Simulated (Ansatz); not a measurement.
# Pt: freezing in a mode

The task, for Pt: trace the energy along mode 6.

The COD entry's cell or inner coordinates are ideal or old and differ from later refinements, so a difference from it is no clean test against experiment.

Program: Ansatz 0.2.0. Level of theory: DFT PBEsol, scalar-relativistic, plane waves, PAW. These are calculated values, not measurements.

3 further runs of the same task are left out: 3 set aside as unsound or not needed. Runs told in other sessions of the task aren't counted.

## Step 1: The system as given

The structure is cubic, space group Fm-3m (No. 225). The conventional cell has a = 3.918 Å, b = 3.918 Å, c = 3.918 Å, α = 90.00°, β = 90.00°, γ = 90.00°. Pt (site symmetry m-3m) is surrounded by 12 Pt at 2.77 Å.

Coordinates:

```cif
data_structure
_symmetry_space_group_name_H-M 'Fm-3m'
_symmetry_Int_Tables_number 225
_cell_length_a 3.9181
_cell_length_b 3.9181
_cell_length_c 3.9181
_cell_angle_alpha 90.000
_cell_angle_beta 90.000
_cell_angle_gamma 90.000
_cell_volume 60.15
loop_
_atom_site_label
_atom_site_type_symbol
_atom_site_symmetry_multiplicity
_atom_site_Wyckoff_symbol
_atom_site_fract_x
_atom_site_fract_y
_atom_site_fract_z
_atom_site_occupancy
Pt1 Pt 4 a 0.00000 0.00000 0.00000 1
```

It is built from the cell relaxed beforehand with the same method (15.04 Å³/atom).

## Step 2: The reference cell

The cell is repeated 2 times, 2 atoms in all. Reference values: F = -24767.6608 eV; pressure 0.10 GPa; largest force 0.000 eV/Å; gap on the mesh none (metal). It was computed beforehand with the settings of the runs below.

## Step 3: The scan: freezing in a mode

Mode 6 of the phonon run on this cell, counted from the lowest, is frozen in: each atom moves by x times its row below, so x is the largest displacement.

```
atom      ux      uy      uz
 Pt1   0.577   0.577  -0.577
 Pt2  -0.577  -0.577   0.577
```

## Step 4: Point x = -0.300 Å

File input.yaml:

```yaml
crystal:
  lattice:
    - [0.0, -1.9590303455, -1.9590303455]
    - [-1.9590303455, 0.0, -1.9590303455]
    - [1.9590303455, 1.9590303455, -3.9180606911]
  atoms:
    - { symbol: Pt, position: [0.5221078113, 0.5221078113, 0.4336897407] }
    - { symbol: Pt, position: [-0.0221078113, -0.0221078113, 0.0663102593] }
basis:
  ecutwfc: 420
kpoints:
  mp_grid: { grid: [24, 24, 26] }
hamiltonian:
  xc: pbesol
scf:
  occupations: { method: gaussian, width: 0.15 }
output:
  forces: true
  stress: true
  eigenvalues: true
```

Run with:

```sh
$ ansatz run input.yaml --threads 2 --pin off --max-ram 5120MiB --backend cpu --events-out ev --progress --plain --runs-dir out
```

## Step 5: x = 0.225 Å

input.yaml: that of step 4 with these lines changed.

```diff
@@ -6,4 +6,4 @@
   atoms:
-    - { symbol: Pt, position: [0.5221078113, 0.5221078113, 0.4336897407] }
-    - { symbol: Pt, position: [-0.0221078113, -0.0221078113, 0.0663102593] }
+    - { symbol: Pt, position: [0.4834191415, 0.4834191415, 0.5497326945] }
+    - { symbol: Pt, position: [0.0165808585, 0.0165808585, -0.0497326945] }
 basis:
```

## Step 6: Point x = -0.150 Å

input.yaml: that of step 5 with these lines changed.

```diff
@@ -6,4 +6,4 @@
   atoms:
-    - { symbol: Pt, position: [0.4834191415, 0.4834191415, 0.5497326945] }
-    - { symbol: Pt, position: [0.0165808585, 0.0165808585, -0.0497326945] }
+    - { symbol: Pt, position: [0.5110539056, 0.5110539056, 0.4668448703] }
+    - { symbol: Pt, position: [-0.0110539056, -0.0110539056, 0.0331551297] }
 basis:
```

## Step 7: At x = 0.075 Å

input.yaml: that of step 6 with these lines changed.

```diff
@@ -6,4 +6,4 @@
   atoms:
-    - { symbol: Pt, position: [0.5110539056, 0.5110539056, 0.4668448703] }
-    - { symbol: Pt, position: [-0.0110539056, -0.0110539056, 0.0331551297] }
+    - { symbol: Pt, position: [0.4944730472, 0.4944730472, 0.5165775648] }
+    - { symbol: Pt, position: [0.0055269528, 0.0055269528, -0.0165775648] }
 basis:
```

## Step 8: Point x = 0.263 Å

input.yaml: that of step 7 with these lines changed.

```diff
@@ -6,4 +6,4 @@
   atoms:
-    - { symbol: Pt, position: [0.4944730472, 0.4944730472, 0.5165775648] }
-    - { symbol: Pt, position: [0.0055269528, 0.0055269528, -0.0165775648] }
+    - { symbol: Pt, position: [0.4806556651, 0.4806556651, 0.5580214769] }
+    - { symbol: Pt, position: [0.0193443349, 0.0193443349, -0.0580214769] }
 basis:
@@ -20 +20,5 @@
   eigenvalues: true
+  write_density: true
+  write_potential: true
+  elf: true
+  volumetric_format: npy
```

(Steps that only read results are left out.)

What does the calculation give? Wanted: harmonic wavenumber of the mode.

**Answer**, as computed:

| quantity | value |
| --- | --- |
| harmonic wavenumber of the mode | 198 cm⁻¹ |
| the same from the force at an amplitude of 0.075 Å | 201 cm⁻¹ |

In words: The force at the smallest amplitude gives 201 cm⁻¹ against 198 cm⁻¹ from the phonon run, so the curve is close to a parabola there. No sampled point lies below the undisturbed cell. The runs treat Pt without spin-orbit coupling.
